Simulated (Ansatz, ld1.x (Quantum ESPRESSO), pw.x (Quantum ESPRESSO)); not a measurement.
**pw.x on fcc Mg: one setting changed**

Potential: norm-conserving Troullier–Martins (Kleinman–Bylander form), ld1.x (Quantum ESPRESSO) 7.5, PBE; core [Ne], reference 3s1.5 3p0.5; waves: 3s (bound): rc 1.75 bohr; 3p (bound): rc 2.15 bohr; 3d channel at 0.05 Ry: rc 2.15 bohr; local part: all-electron potential smoothed inside 1.85 bohr (lloc = -1); core correction: none.

The reference run (k-mesh 13³, cutoffs 35/140 Ry, Fermi–Dirac 0.01 Ry, mixing_beta 0.4, conv_thr 1e-9, no spin) gives 0.15 GPa at 23.198 Å³/atom, where all-electron LAPW gives -0.07 GPa. This run, with its own iteration cap, changes nbnd to 13.

```
&control
  calculation='scf', prefix='x', pseudo_dir='./', outdir='./tmp', tstress=.true., disk_io='none'
/
&system
  ibrav=0, nat=1, ntyp=1, ecutwfc=35, ecutrho=140, nbnd=13,
  occupations='smearing', smearing='fd', degauss=0.01
/
&electrons
  conv_thr=1e-09, mixing_beta=0.4, electron_maxstep=60
/
ATOMIC_SPECIES
Mg 1.0 Mg.UPF
CELL_PARAMETERS angstrom
  0.00000000 2.26363734 2.26363734
  2.26363734 0.00000000 2.26363734
  2.26363734 2.26363734 0.00000000
ATOMIC_POSITIONS crystal
Mg 0.0000 0.0000 0.0000
K_POINTS automatic
13 13 13 0 0 0
```

```bash
pw.x < Mg.scf.in > Mg.scf.out
```

**Question.** How does the run end?

**Answer.** It converges in 7 iterations; the free energy moves by +0.0 meV/atom and the pressure by +0.00 GPa. The result is that of the reference run.

```
Message from routine setup:
     using ibrav=0 with symmetry is DISCOURAGED, use correct ibrav instead
     lattice parameter (alat)  =       6.0495  a.u.
     unit-cell volume          =     156.5479 (a.u.)^3
     number of electrons       =         2.00
     number of Kohn-Sham states=           13
     kinetic-energy cutoff     =      35.0000  Ry
     charge density cutoff     =     140.0000  Ry
     scf convergence threshold =      1.0E-09
     Exchange-correlation= PBE
     number of k points=    84  Fermi-Dirac smearing, width (Ry)=  0.0100
     iteration #  1     ecut=    35.00 Ry     beta= 0.40
     total energy              =      -1.76505980 Ry
     estimated scf accuracy    <       0.00265443 Ry
     iteration #  2     ecut=    35.00 Ry     beta= 0.40
     total energy              =      -1.76555545 Ry
     estimated scf accuracy    <       0.00097629 Ry
     iteration #  3     ecut=    35.00 Ry     beta= 0.40
     total energy              =      -1.76570460 Ry
     estimated scf accuracy    <       0.00000356 Ry
     iteration #  4     ecut=    35.00 Ry     beta= 0.40
     total energy              =      -1.76571928 Ry
     estimated scf accuracy    <       0.00000116 Ry
     iteration #  5     ecut=    35.00 Ry     beta= 0.40
     total energy              =      -1.76572172 Ry
     estimated scf accuracy    <       0.00000008 Ry
     iteration #  6     ecut=    35.00 Ry     beta= 0.40
     total energy              =      -1.76572177 Ry
     estimated scf accuracy    <       0.00000001 Ry
     iteration #  7     ecut=    35.00 Ry     beta= 0.40
     the Fermi energy is     3.5775 ev
!    total energy              =      -1.76572178 Ry
     estimated scf accuracy    <          4.0E-10 Ry
     smearing contrib. (-TS)   =      -0.00202356 Ry
     The total energy is F=E-TS. E is the sum of the following terms:
     one-electron contribution =       1.23067164 Ry
     hartree contribution      =       0.00424606 Ry
     xc contribution           =      -0.85498227 Ry
     ewald contribution        =      -2.14363365 Ry
     convergence has been achieved in   7 iterations
          total   stress  (Ry/bohr**3)                   (kbar)     P=        1.49
     Message from routine punch:
     Nothing written, as per user request (disk_io='none')
```

The run took about 6.2 s on one core of a shared host (Neoverse-V2, 96 threads, 742 GiB, load 49).
